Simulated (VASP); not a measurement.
Set up this calculation in VASP 6.6.1, as the native input.

```
Task                   : relaxation of cell and atoms
Functional             : PBEsol
Potentials or basis    : VASP PAW PBE potentials, release 64 (Hf_pv, Si)
Cutoff                 : 600 eV
k mesh                 : 10 × 10 × 10
Occupations            : gaussian, width 0.1 eV
Spin                   : no spin polarisation
Further INCAR settings : ALGO = Normal; EDIFF = 1e-07; IBRION = 2; EDIFFG = -0.005; NSW = 90; ISIF = 3
```

The structure of Hf2Si lies in POSCAR:

```
Hf2Si
1.0
   -3.2753522200      3.2753522200      2.5828233900
    3.2753522200     -3.2753522200      2.5828233900
    3.2753522200      3.2753522200     -2.5828233900
Hf Si
4 2
Direct
    0.3435136200      0.1564863800      0.5000000000
    0.8435136200      0.3435136200      0.1870272400
    0.6564863800      0.8435136200      0.5000000000
    0.1564863800      0.6564863800      0.8129727600
    0.2500000000      0.2500000000      0.0000000000
    0.7500000000      0.7500000000      0.0000000000
```

The cell comes from a database or a generator and needn't be the stable form of this composition.

The input as run:

INCAR

```
SYSTEM = Hf2Si
  PREC = Accurate
  ENCUT = 600
  EDIFF = 1E-7
  ISMEAR = 0
  SIGMA = 0.1
  LREAL = .FALSE.
  LASPH = .TRUE.
  NELM = 80
  ALGO = Normal
  ISIF = 3
  LWAVE = .FALSE.
  LCHARG = .FALSE.
  GGA = PS
  IBRION = 2
  NSW = 90
  EDIFFG = -0.005
```

KPOINTS

```
regular mesh
0
G
  10 10 10
  0 0 0
```

Potentials or basis: VASP PAW PBE potentials, release 64 (Hf_pv, Si).

The run is started by

```console
$ cat potpaw_PBE.64/Hf_pv/POTCAR potpaw_PBE.64/Si/POTCAR > POTCAR
$ mpirun -np 1 vasp_std > vasp.out
```

It gave:

```json
{"Relaxed volume": "18.15 Å³/atom", "Relaxed cell": "a = 5.272 Å, b = 5.272 Å, c = 5.272 Å, α = 103.75°, β = 103.75°, γ = 121.63°", "Space group after relaxing (to 0.05 Å)": "I4/mcm (No. 140)", "Energy gained by relaxing": "2.7 meV/atom", "Ionic steps": "11", "Pressure after relaxing": "0.0 GPa", "Band gap on the k mesh": "none (metal or under the smearing width)"}
```

Caveat: the PAW data sets were made with another functional, which shifts forces and pressure a little.

Run time: 25 min on 1 thread of AMD EPYC 7R13 Processor (Zen 3), with other jobs on the host, peak memory 0.46 GiB.
